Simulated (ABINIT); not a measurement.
# PbS (Cmcm) in ABINIT: single point with B3LYP

Aim: the single point of PbS with B3LYP.

Program: ABINIT 10.8.3 (patched build). These are calculated values, not measurements. Logs are shortened: lines on timing, memory, paths and dates and some standing lists are left out, and cuts for length are marked. The log counts tension as positive stress, the text compression.

### 1 The crystal as given

The structure is orthorhombic, space group Cmcm (No. 63). The conventional cell has a = 4.160 Å, b = 11.983 Å, c = 4.279 Å, α = 90.00°, β = 90.00°, γ = 90.00°. Pb (site symmetry m2m) is surrounded by 5 S at 2.69 to 2.99 Å. S (site symmetry m2m) is surrounded by 5 Pb at 2.69 to 2.99 Å.

Measurements of this composition are mostly on another form, of space group No. 225.

### 2 Single point, B3LYP

The input, run.abi:

```
pp_dirpath "./"
pseudos "82_Pb_14_3.0_3.1_pbe_n_v1.0.psp8, 16_S_6_1.8_1.9_pbe_n_v1.0.psp8"

acell 6.3420691685 6.3420691685 4.27932094 Angstrom
rprim
     0.3279612126    -0.9446911892     0.0000000000
     0.3279612126     0.9446911892     0.0000000000
     0.0000000000     0.0000000000     1.0000000000
ntypat 2
znucl 82 16
natom 4
typat 1 1 2 2
xred
     0.1305633500     0.8694366500     0.2500000000
     0.8694366500     0.1305633500     0.7500000000
     0.3547970900     0.6452029100     0.2500000000
     0.6452029100     0.3547970900     0.7500000000
chkprim 0
chksymtnons 0
tolsym 1.0e-6

ecut 19.0

kptopt 1
ngkpt 3 3 3
nshiftk 1
shiftk 0.0 0.0 0.0

ixc -402

nband 22
occopt 1

nstep 60
diemac 6.0
toldfe 1.0e-7

iomode 3
prtwf 0
prtden 0
prteig 0
prtebands 0
enunit 2
```

Potentials or basis: SPMS NC PBE v1.0.

On the command line:

```
$ mpirun --bind-to none -np 4 abinit run.abi > log 2>&1
```

run.abo:

```text
.Version 10.8.3 of ABINIT
 Symmetries : space group Cm c m (# 63); Bravais oC (1-face-center ortho.)
================================================================================
 Values of the parameters that define the memory need of the present run
     intxc =       0    ionmov =       0      iscf =       7    lmnmax =       6
     lnmax =       6     mgfft =      48  mpssoang =       3    mqgrid =    3001
     natom =       4  nloc_mem =       1    nspden =       1   nspinor =       1
    nsppol =       1      nsym =       8    n1xccc =    2501    ntypat =       2
    occopt =       1   xclevel =       2
       mpw =        2854          nfft =       73728          nkpt =           8
================================================================================
================================================================================

--------------------------------------------------------------------------------
------------- Echo of variables that govern the present computation ------------
--------------------------------------------------------------------------------
 -outvars: echo values of preprocessed input variables --------
            acell      1.1984773800E+01  1.1984773800E+01  8.0867445815E+00 Bohr
              amu      2.07200000E+02  3.20660000E+01
          chkprim           0
      chksymtnons           0
           diemac      6.00000000E+00
             ecut      1.90000000E+01 Hartree
           enunit           2
              ixc        -402
         kptrlatt        3    0    0      0    3    0      0    0    3
          kptrlen      2.35832457E+01
            natom           4
            nband          22
          nbandhf          20
            ngfft          48      48      32
             nkpt           8
           nkpthf          27
            nstep          60
             nsym           8
           ntypat           2
           prtden           0
        prtebands           0
           prteig           0
            prtwf           0
            rprim      3.2796121260E-01 -9.4469118920E-01  0.0000000000E+00
                       3.2796121260E-01  9.4469118920E-01  0.0000000000E+00
                       0.0000000000E+00  0.0000000000E+00  1.0000000000E+00
          spgroup          63
           toldfe      1.00000000E-07 Hartree
           tolsym      1.00000000E-06
            typat      1  1  2  2
          usefock           1
           xangst      2.0799526949E+00  4.4268092858E+00  1.0698302350E+00
                       2.0799526949E+00 -4.4268092858E+00  3.2094907050E+00
                       2.0799526949E+00  1.7399074789E+00  1.0698302350E+00
                       2.0799526949E+00 -1.7399074789E+00  3.2094907050E+00
            xcart      3.9305409482E+00  8.3654571617E+00  2.0216861454E+00
                       3.9305409482E+00 -8.3654571617E+00  6.0650584361E+00
                       3.9305409482E+00  3.2879486195E+00  2.0216861454E+00
                       3.9305409482E+00 -3.2879486195E+00  6.0650584361E+00
             xred      1.3056335000E-01  8.6943665000E-01  2.5000000000E-01
                       8.6943665000E-01  1.3056335000E-01  7.5000000000E-01
                       3.5479709000E-01  6.4520291000E-01  2.5000000000E-01
                       6.4520291000E-01  3.5479709000E-01  7.5000000000E-01
            znucl       82.00000   16.00000

================================================================================

 chkinp: Checking input parameters for consistency.

================================================================================
== DATASET  1 ==================================================================

--- !DatasetInfo
iteration_state: {dtset: 1, }
dimensions: {natom: 4, nkpt: 8, mband: 22, nsppol: 1, nspinor: 1, nspden: 1, mpw: 2854, }
cutoff_energies: {ecut:  19.0, pawecutdg:  -1.0, }
electrons: {nelect:   4.00000000E+01, charge:   0.00000000E+00, occopt:   1.00000000E+00, tsmear:   1.00000000E-02, }
meta: {optdriver: 0, ionmov: 0, optcell: 0, iscf: 7, paral_kgb: 0, }
...

 Real(R)+Recip(G) space primitive vectors, cartesian coordinates (Bohr,Bohr^-1):
 R(1)=  3.9305409-11.3219102  0.0000000  G(1)=  0.1272090 -0.0441622  0.0000000
 R(2)=  3.9305409 11.3219102  0.0000000  G(2)=  0.1272090  0.0441622  0.0000000
 R(3)=  0.0000000  0.0000000  8.0867446  G(3)=  0.0000000  0.0000000  0.1236592
 Unit cell volume ucvol=  7.1974019E+02 bohr^3
 Angles (23,13,12)=  9.00000000E+01  9.00000000E+01  1.41709848E+02 degrees

 getcut: wavevector=  0.0000  0.0000  0.0000  ngfft=  48  48  32
         ecut(hartree)=     19.000   => boxcut(ratio)=   2.01667

--- Pseudopotential description ------------------------------------------------
[... 66 lines left out ...]
- [  0.00000000E+00,   0.00000000E+00,  -1.27740148E-03, ]
pressure_GPa:   3.8091E+01
xred      :
- [  1.3056E-01,   8.6944E-01,   2.5000E-01, Pb]
- [  8.6944E-01,   1.3056E-01,   7.5000E-01, Pb]
- [  3.5480E-01,   6.4520E-01,   2.5000E-01,  S]
- [  6.4520E-01,   3.5480E-01,   7.5000E-01,  S]
cartesian_forces: # hartree/bohr
- [ -6.99078946E-21,  -1.32654331E-03,  -7.31624046E-31, ]
- [  6.99078946E-21,   1.32654331E-03,   4.38974428E-31, ]
- [ -2.49834145E-20,  -1.45613230E-03,   4.87749364E-32, ]
- [  2.49834145E-20,   1.45613230E-03,   2.43874682E-31, ]
force_length_stats: {min:   1.32654331E-03, max:   1.45613230E-03, mean:   1.39133781E-03, }
...

 Integrated electronic density in atomic spheres:
 ------------------------------------------------
 Atom  Sphere_radius  Integrated_density
    1        2.00000          9.66190130
    2        2.00000          9.66190130
    3        2.00000          3.87480950
    4        2.00000          3.87480950
================================================================================

 ----iterations are completed or convergence reached----

 Mean square residual over all n,k,spin=   45.196E-09; max=  32.361E-07
 reduced coordinates (array xred) for    4 atoms
       0.130563350000      0.869436650000      0.250000000000
       0.869436650000      0.130563350000      0.750000000000
       0.354797090000      0.645202910000      0.250000000000
       0.645202910000      0.354797090000      0.750000000000
 rms dE/dt=  1.2876E-02; max dE/dt=  1.6486E-02; dE/dt below (all hartree)
    1      -0.015019004306      0.015019004306      0.000000000000
    2       0.015019004306     -0.015019004306     -0.000000000000
    3      -0.016486199154      0.016486199154      0.000000000000
    4       0.016486199154     -0.016486199154     -0.000000000000

 cartesian coordinates (angstrom) at end:
    1      2.07995269489433     4.42680928575885     1.06983023500000
    2      2.07995269489433    -4.42680928575885     3.20949070500000
    3      2.07995269489433     1.73990747887955     1.06983023500000
    4      2.07995269489433    -1.73990747887955     3.20949070500000

 cartesian forces (hartree/bohr) at end:
    1     -0.00000000000000    -0.00132654331494    -0.00000000000000
    2      0.00000000000000     0.00132654331494     0.00000000000000
    3     -0.00000000000000    -0.00145613229956     0.00000000000000
    4      0.00000000000000     0.00145613229956     0.00000000000000
 frms,max,avg= 8.0415986E-04 1.4561323E-03   0.000E+00  0.000E+00  0.000E+00 h/b

 cartesian forces (eV/Angstrom) at end:
    1     -0.00000000000000    -0.06821359989754    -0.00000000000000
    2      0.00000000000000     0.06821359989754     0.00000000000000
    3     -0.00000000000000    -0.07487733341299     0.00000000000000
    4      0.00000000000000     0.07487733341299     0.00000000000000
 frms,max,avg= 4.1351562E-02 7.4877333E-02   0.000E+00  0.000E+00  0.000E+00 e/A
 length scales= 11.984773800029 11.984773800029  8.086744581462 bohr
              =  6.342069168500  6.342069168500  4.279320940000 angstroms
 Fermi (or HOMO) energy (hartree) =   0.13265   Average Vxc (hartree)=  -0.29384
 Eigenvalues (hartree) for nkpt=   8  k points:
 kpt#   1, nband= 22, wtk=  0.03704, kpt=  0.0000  0.0000  0.0000 (reduced coord)
  -0.48018   -0.47342   -0.47269   -0.47183   -0.47083   -0.47065   -0.47031   -0.47017
  -0.46949   -0.46779   -0.38127   -0.30854   -0.13396   -0.09554   -0.02819    0.01987
   0.04091    0.06928    0.07658    0.11708    0.35503    0.35693
 prteigrs : prtvol=0 or 1, do not print more k-points.

 Fermi (or HOMO) energy (eV) =   3.60967   Average Vxc (eV)=  -7.99593
 Eigenvalues (   eV  ) for nkpt=   8  k points:
 kpt#   1, nband= 22, wtk=  0.03704, kpt=  0.0000  0.0000  0.0000 (reduced coord)
 -13.06637  -12.88229  -12.86259  -12.83913  -12.81191  -12.80711  -12.79784  -12.79401
 -12.77539  -12.72911  -10.37491   -8.39570   -3.64517   -2.59974   -0.76710    0.54059
   1.11316    1.88530    2.08393    3.18604    9.66085    9.71250
 prteigrs : prtvol=0 or 1, do not print more k-points.

--- !EnergyTerms
iteration_state     : {dtset: 1, }
comment             : Components of total free energy in Hartree
kinetic             :  5.83708509502602E+01
hartree             :  2.38827572548901E+01
xc                  : -3.41944323993331E+01
Ewald energy        : -1.09485257053139E+02
psp_core            :  6.16094704256320E+00
local_psp           : -7.81962198623508E+01
non_local_psp+x     : -1.38539774228644E+01
total_energy        : -1.47315331489974E+02
...

--- !EnergyTermsDC
iteration_state     : {dtset: 1, }
comment             : '"Double-counting" decomposition of free energy'
band_energy         : -1.06144583600616E+01
Ewald energy        : -1.09485257053139E+02
psp_core            :  6.16094704256320E+00
xc_dc               : -3.33765657221310E+01
total_energy_dc     : -1.47315334092769E+02
...

 Cartesian components of stress tensor (hartree/bohr^3)
  sigma(1 1)= -1.27662442E-03  sigma(3 2)=  0.00000000E+00
  sigma(2 2)= -1.33006081E-03  sigma(3 1)=  0.00000000E+00
  sigma(3 3)= -1.27740148E-03  sigma(2 1)=  0.00000000E+00

-Cartesian components of stress tensor (GPa)         [Pressure=  3.8091E+01 GPa]
- sigma(1 1)= -3.75595871E+01  sigma(3 2)=  0.00000000E+00
- sigma(2 2)= -3.91317401E+01  sigma(3 1)=  0.00000000E+00
- sigma(3 3)= -3.75824491E+01  sigma(2 1)=  0.00000000E+00

== END DATASET(S) ==============================================================
================================================================================

 -outvars: echo values of variables after computation  --------
            acell      1.1984773800E+01  1.1984773800E+01  8.0867445815E+00 Bohr
           etotal     -1.4731533149E+02
            fcart     -6.9907894615E-21 -1.3265433149E-03 -7.3162404594E-31
                       6.9907894615E-21  1.3265433149E-03  4.3897442756E-31
                      -2.4983414536E-20 -1.4561322996E-03  4.8774936396E-32
                       2.4983414536E-20  1.4561322996E-03  2.4387468198E-31
            rprim      3.2796121260E-01 -9.4469118920E-01  0.0000000000E+00
                       3.2796121260E-01  9.4469118920E-01  0.0000000000E+00
                       0.0000000000E+00  0.0000000000E+00  1.0000000000E+00
           strten     -1.2766244185E-03 -1.3300608116E-03 -1.2774014811E-03
                       0.0000000000E+00  0.0000000000E+00  0.0000000000E+00
           xangst      2.0799526949E+00  4.4268092858E+00  1.0698302350E+00
                       2.0799526949E+00 -4.4268092858E+00  3.2094907050E+00
                       2.0799526949E+00  1.7399074789E+00  1.0698302350E+00
                       2.0799526949E+00 -1.7399074789E+00  3.2094907050E+00
             xred      1.3056335000E-01  8.6943665000E-01  2.5000000000E-01
                       8.6943665000E-01  1.3056335000E-01  7.5000000000E-01
                       3.5479709000E-01  6.4520291000E-01  2.5000000000E-01
                       6.4520291000E-01  3.5479709000E-01  7.5000000000E-01
 Calculation completed.
```

Wall time 28 min (4 MPI ranks of Arm Neoverse V1, shared host); peak memory 0.48 GiB.

Results:

```
Free energy                                           : -4008.6544 eV
Pressure                                              : 38.1 GPa
Largest force                                         : 0.075 eV/Å
Band gap on the k mesh                                : 2.78 eV, indirect (least direct gap 2.80 eV)
Valence electrons inside the program's atomic spheres : Pb 9.66; S 3.87
```

Forces on the atoms (eV/Å):
```
Pb   0.000 -0.068  0.000
Pb   0.000  0.068  0.000
S    0.000 -0.075  0.000
S    0.000  0.075  0.000
```

Caveat: the k mesh is coarse (spacing up to 0.53 Å⁻¹), so the values aren't converged, least of all with exact exchange; exact exchange is summed on a coarse mesh, which widens gaps by tenths of an eV; a pressure of tens of GPa on the cell as given is suspect, and the run, the potentials or the cell itself is likely at fault; the potentials were made for another functional, which shifts forces and pressure; spin-orbit coupling is left out, which as a rule narrows the gap of such compounds by several tenths of an eV; an odd mesh through Γ misses points on the zone boundary, where band edges often lie.
